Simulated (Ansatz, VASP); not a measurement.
# Two plane-wave programs on HfSi3

```
CELL_PARAMETERS angstrom
3.93001 0.00000 0.00000
0.00000 3.93001 0.00000
0.00000 0.00000 3.93001
ATOMIC_POSITIONS crystal
Hf 0.00000 0.00000 0.00000
Si 0.00000 0.50000 0.50000
Si 0.53053 0.50000 0.00000
Si 0.50000 0.00000 0.50000
```

Alike in both runs: task single point; functional PBEsol; k mesh 8 × 8 × 8; occupations gaussian, width 0.05 eV; no spin polarisation.

|  | VASP | Ansatz |
| --- | --- | --- |
| version | VASP 6.6.1 | Ansatz 0.2.0 |
| potentials or method | VASP PAW PBE potentials, release 64 (Hf_pv, Si) | scalar-relativistic, plane waves, PAW |
| plane-wave cutoff (eV) | 520 | 420 |
| valence electrons in the cell | 22 | 38 |

VASP gave:

- gap on the k mesh at the Fermi level (eV): none
- pressure (GPa): 0.5
- largest component of the traceless stress (GPa): 0.36
- rms of the force components (eV/Å): 0.277

Q: What did Ansatz give for the same quantities?

A: gap on the k mesh at the Fermi level (eV): none; pressure (GPa): 0.5; largest component of the traceless stress (GPa): 0.37; rms of the force components (eV/Å): 0.274.

Atom by atom the forces differ by 0.002 eV/Å (rms over components). A gap of «none» marks a metal or a gap that the smearing closes. With one functional, cell and mesh, what is left measures potentials, basis and numerics. The two sets of potentials don't hold the same shells in valence.

Caveats: the PAW data sets were made with another functional, which shifts forces and pressure a little (VASP). Spin-orbit coupling is left out, which matters for the levels of Hf.
